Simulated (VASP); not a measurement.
The system is AlAs.

```
CELL_PARAMETERS angstrom
0.00000 2.83307 2.83307
2.83307 0.00000 2.83307
2.83307 2.83307 0.00000
ATOMIC_POSITIONS crystal
Al 0.00000 0.00000 0.00000
As 0.25000 0.25000 0.25000
```

The cell was built by a generator and needn't be a form met in nature.

Base run:

- Program: VASP 6.6.1
- Functional: PBE
- Potentials or basis: VASP PAW PBE potentials, release 64 (Al, As)
- Cutoff: 520 eV
- k mesh: 10 × 10 × 10
- Occupations: gaussian, width 0.02 eV
- Spin: no spin polarisation

Its results: band gap on the k mesh 1.44 eV, indirect (least direct gap 2.04 eV); pressure 2.6 GPa.

Q: The run is repeated on the same cell with these changes: functional from PBE to HSE06; k mesh from 10 × 10 × 10 to 6 × 6 × 6. What comes out?

A: Band gap on the k mesh 2.11 eV, indirect (least direct gap 2.92 eV); pressure 0.4 GPa.

Several settings changed at once, so the effect can't be laid on one alone.

Caveats: the PAW data sets were made with another functional, which shifts forces and pressure a little (some runs).

A k mesh can miss the band edges.
